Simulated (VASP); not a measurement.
# Sb in VASP: further runs

The runs below take Sb through single point, with PBE.

Program: VASP 6.6.1. These are calculated values, not measurements. Logs are shortened: lines on timing, memory, paths and dates and some standing lists are left out, and cuts for length are marked.

**1. The slab as given**

The cell holds a slab with vacuum, 1 atom: a = 3.160 Å, b = 3.160 Å, c = 18.000 Å, α = 90.00°, β = 90.00°, γ = 90.00°.

The slab is cut from a database's or a generator's crystal, which needn't be the stable form of the element.

**2. Single point, PBE**

The input, INCAR:

```
SYSTEM = Sb
PREC = Accurate
ENCUT = 400
EDIFF = 1E-7
ISMEAR = 1
SIGMA = 0.1
LREAL = .False.
LASPH = .True.
NELM = 120
ALGO = Normal
ISIF = 2
LWAVE = .False.
LCHARG = .False.
LDIPOL = .True.
IDIPOL = 3
DIPOL = 0.5 0.5 0.500
GGA = PE
NBANDS = 12
LVHAR = .True.
LVACPOTAV = .True.
```

The input, KPOINTS:

```
regular mesh
0
Gamma
  13 13 1
  0 0 0
```

The input, POSCAR:

```
Sb
1.0
    3.1600000000      0.0000000000      0.0000000000
    0.0000000000      3.1600000000      0.0000000000
    0.0000000000      0.0000000000     18.0000000000
Sb
1
Direct
    0.0000000000      0.0000000000      0.5000000000
```

Potentials or basis: VASP PAW PBE potentials, release 64 (Sb).

Launch:

```bash
cat potpaw_PBE.64/Sb/POTCAR > POTCAR
mpirun -np 1 vasp_std > vasp.out
```

OUTCAR:

```text
SYSTEM = Sb
   PREC = Accurate
   ENCUT = 400
   EDIFF = 1E-7
   ISMEAR = 1
   LREAL = .False.
   LASPH = .True.
   NELM = 120
   ISIF = 2
   GGA = PE

 Found     28 irreducible k-points:

 Following reciprocal coordinates:
            Coordinates               Weight
  0.000000  0.000000  0.000000      1.000000
  0.076923  0.000000  0.000000      4.000000
  0.153846  0.000000  0.000000      4.000000
  0.230769  0.000000  0.000000      4.000000
  0.307692  0.000000  0.000000      4.000000
  0.384615  0.000000  0.000000      4.000000
   k-points           NKPTS =     28   k-points in BZ     NKDIM =     28   number of bands    NBANDS=     12
   number of dos      NEDOS =    301   number of ions     NIONS =      1
   total plane-waves  NPLWV =  69120
   dimension x,y,z NGX =    24 NGY =   24 NGZ =  120
   dimension x,y,z NGXF=    48 NGYF=   48 NGZF=  240
   ions per type =               1
   NGX,Y,Z   is equivalent  to a cutoff of  12.63, 12.63, 11.08 a.u.
   NGXF,Y,Z  is equivalent  to a cutoff of  25.25, 25.25, 22.17 a.u.
 SYSTEM =  Sb
   PREC   = accura    normal or accurate (medium, high low for compatibility)
   ISTART =      0    job   : 0-new  1-cont  2-samecut
   ICHARG =      2    charge: 1-file 2-atom 10-const
   ISPIN  =      1    spin polarized calculation?
   LNONCOLLINEAR =      F non collinear calculations
   LSORBIT =      F    spin-orbit coupling
   LASPH  =      T    aspherical Exc in radial PAW
   ENCUT  =  400.0 eV  29.40 Ry    5.42 a.u.   5.15  5.15 29.35*2*pi/ulx,y,z
   NELM   =    120;   NELMIN=  2; NELMDL= -5     # of ELM steps
   EDIFF  = 0.1E-06   stopping-criterion for ELM
   LREAL  =      F    real-space projection
   EDIFFG = 0.1E-05   stopping-criterion for IOM
   NSW    =      0    number of steps for IOM
   IBRION =     -1    ionic relax: 0-MD 1-quasi-New 2-CG
   NFREE  =      0    steps in history (QN), initial steepest desc. (CG)
   ISIF   =      2    stress and relaxation
   ISYM   =      2    0-nonsym 1-usesym 2-fastsym
   POTIM  = 0.5000    time-step for ionic-motion
   TEBEG  =    0.0;   TEEND  =   0.0 temperature during run
   PSTRESS=    0.0 pullay stress
   NELECT =       5.0000    total number of electrons
   NUPDOWN=      -1.0000    fix difference up-down
   EMIN   =  10.00;   EMAX   =-10.00  energy-range for DOS
   EFERMI =   0.00;   METHOD = LEGACY
   ISMEAR =     1;   SIGMA  =   0.10  broadening in eV -4-tet -1-fermi 0-gaus
   EFERMI_NEDOS =   21; number of points for ismear=-14 and -15
   IALGO  =     38    algorithm
   IMIX   =      4    mixing-type and parameters
     AMIX     =   0.40;   BMIX     =  1.00
     AMIX_MAG =   1.60;   BMIX_MAG =  1.00
  volume/ion in A,a.u.               =     179.74      1212.95
  Fermi-wavevector in a.u.,A,eV,Ry     =   0.496039  0.937378  3.347779  0.246055
  Thomas-Fermi vector in A             =   1.501799
   LORBIT       =      0    0 simple, 1 ext, 2 COOP (PROOUT), +10 PAW based schemes
   GGA     = PE    functional components
   LHFCALC =     F    Hartree Fock is set to
   AEXX    =    0.0000 exact exchange contribution
   IVDW    =     0    specifies the selected vdW correction
   LEPSILON=     F    determine dielectric tensor
   LRPA    =     F    only Hartree local field effects (RPA)
 non-spin polarized calculation
 Methfessel and Paxton  Order N= 1 SIGMA  =   0.10
  energy-cutoff  :      400.00
  volume of cell :      179.74
 maximum number of plane-waves:      3291
 NGX is ok and might be reduce to    24
   NGX = 11   NGY = 11   NGZ = 59

 number of electron       5.0000001 magnetization

 dipolmoment           0.000000      0.000000     -0.000000 electrons x Angstroem

 Free energy of the ion-electron system (eV)
  ---------------------------------------------------
  ext. energy  EPLUGINS =         0.00000000
  ---------------------------------------------------
  free energy    TOTEN  =        -3.42263967 eV

  energy without entropy =       -3.42031336  energy(sigma->0) =       -3.42186424

 E-fermi :  -2.9568     XC(G=0):  -2.4167

 val. band max:       -2.9580825355   @ k =   0.4615   0.0000   0.0000
 cond. band min:      -2.8778647232   @ k =   0.4615   0.0769   0.0000
 fundamental gap:      0.0802178124
 Fermi energy:        -2.9567997938

 k-point     1 :       0.0000    0.0000    0.0000
  band No.  band energies     occupation
      1     -13.4886      2.00000
      2      -5.0321      2.00000
      3       0.7314      0.00000
      4       1.4200      0.00000
      5       1.4200      0.00000
      6       1.7844      0.00000
      7       2.1904      0.00000
      8       3.6521      0.00000
      9       3.8834      0.00000
     10       5.1967      0.00000
     11       6.3883      0.00000
     12       6.5203      0.00000

 k-point     2 :       0.0769    0.0000    0.0000
  band No.  band energies     occupation
      1     -13.4070      2.00000
      2      -4.9506      2.00000
      3       0.4693      0.00000
      4       0.8236      0.00000
      5       1.4992      0.00000
      6       1.8706      0.00000
      7       2.2792      0.00000
      8       3.7360      0.00000
      9       3.9708      0.00000
     10       5.6232      0.00000
     11       6.5854      0.00000
     12       6.8062      0.00000

 k-point     3 :       0.1538    0.0000    0.0000
  band No.  band energies     occupation
      1     -13.1650      2.00000
      2      -4.7107      2.00000
      3      -1.2646     -0.00000
      4       1.0823      0.00000
      5       1.7294      0.00000
      6       2.1261      0.00000
      7       2.5452      0.00000
      8       3.9796      0.00000
      9       4.2324      0.00000
     10       5.9947      0.00000
     11       6.5771      0.00000
     12       7.1758      0.00000

 k-point     4 :       0.2308    0.0000    0.0000
  band No.  band energies     occupation
      1     -12.7732      2.00000
      2      -4.3285      2.00000
      3      -3.0390      1.99085
      4       1.5176      0.00000
      5       2.0860      0.00000
      6       2.5330      0.00000
      7       2.9884      0.00000
      8       4.2987      0.00000
      9       4.6679      0.00000
     10       5.4909      0.00000
     11       6.3608      0.00000
     12       7.4745      0.00000

 k-point     5 :       0.3077    0.0000    0.0000
  band No.  band energies     occupation
      1     -12.2592      2.00000
      2      -4.6494      2.00000
      3      -3.8403      2.00000
      4       2.1266      0.00000
      5       2.5199      0.00000
      6       2.9282      0.00000
      7       3.6087      0.00000
      8       3.9481      0.00000
      9       5.2724      0.00000
     10       5.2746      0.00000
     11       6.7754      0.00000
     12       7.9516      0.00000

 k-point     6 :       0.3846    0.0000    0.0000
  band No.  band energies     occupation
      1     -11.6960      2.00000
      2      -5.9645      2.00000
      3      -3.3268      2.00000
      4       2.4096      0.00000
      5       2.9067      0.00000
      6       2.9428      0.00000
      7       4.1924      0.00000
      8       4.4047      0.00000
      9       5.9658      0.00000
     10       6.0009      0.00000
     11       6.3439      0.00000
     12       7.5135      0.00000

 [... further k-points ...]

------------------------ aborting loop because EDIFF is reached ----------------------------------------

  FORCE on cell =-STRESS in cart. coord.  units (eV):
  Direction    XX          YY          ZZ          XY          YZ          ZX
  --------------------------------------------------------------------------------------
  -------------------------------------------------------------------------------------
  Total       -1.8913582     -1.8913582     -0.0020219      0.0000000      0.0000000     -0.0000000
  in kB      -16.8592283    -16.8592283     -0.0180231      0.0000000      0.0000000     -0.0000000
  external PRESSURE =     -11.2454932 kB  Pullay stress =       0.0000000 kB

 VOLUME and BASIS-vectors are now :
 -----------------------------------------------------------------------------
  energy-cutoff  :      400.00
  volume of cell :      179.74
      direct lattice vectors                 reciprocal lattice vectors
     3.160000000  0.000000000  0.000000000     0.316455696  0.000000000  0.000000000
     0.000000000  3.160000000  0.000000000     0.000000000  0.316455696  0.000000000
     0.000000000  0.000000000 18.000000000     0.000000000  0.000000000  0.055555556

 POSITION                                       TOTAL-FORCE (eV/Angst)
 -----------------------------------------------------------------------------------
      0.00000      0.00000      9.00000         0.000000      0.000000      0.000000
 -----------------------------------------------------------------------------------
    total drift:                               -0.000000     -0.000000     -0.000000

  FREE ENERGIE OF THE ION-ELECTRON SYSTEM (eV)
  ---------------------------------------------------
  free  energy   TOTEN  =        -3.4226396737 eV

  energy  without entropy=       -3.4203133639  energy(sigma->0) =       -3.42186424

 vacuum level on the upper side and lower side of the slab         1.967         1.967
```

Wall time 73 s (1 thread of Intel Xeon Platinum 8375C at 2.90GHz (Ice Lake), shared host); peak memory 0.24 GiB.

These settings aren't checked as converged: the numbers below hold their error.

What came out:

```yaml
Free_energy: -3.4226 eV
Band_gap_on_the_k_mesh: none (metal or under the smearing width)
Work_function_of_the_upper_face: 4.92 eV
Work_function_of_the_lower_face: 4.92 eV
```

**3. Single point, PBE**

This run uses another cell than the first one, of 149.78 Å³/atom, 0.833 times its volume.

INCAR is that of step 2.

The input, KPOINTS:

```
regular mesh
0
Gamma
  16 16 1
  0 0 0
```

Changes to POSCAR since step 2:

```diff
@@ -4,3 +4,3 @@
     0.0000000000      3.1600000000      0.0000000000
-    0.0000000000      0.0000000000     18.0000000000
+    0.0000000000      0.0000000000     15.0000000000
 Sb
```

Potentials or basis: VASP PAW PBE potentials, release 64 (Sb).

Launch:

```bash
cat potpaw_PBE.64/Sb/POTCAR > POTCAR
mpirun -np 1 vasp_std > vasp.out
```

It took 92 s on 1 thread of Intel Xeon Platinum 8375C at 2.90GHz (Ice Lake), shared host; peak memory 0.24 GiB.

These settings aren't checked as converged: the numbers below hold their error.

What came out:

| Item | Value |
| --- | --- |
| Free energy | -3.4413 eV |
| Band gap on the k mesh | none (metal or under the smearing width) |
| Work function of the upper face | 4.90 eV |
| Work function of the lower face | 4.90 eV |
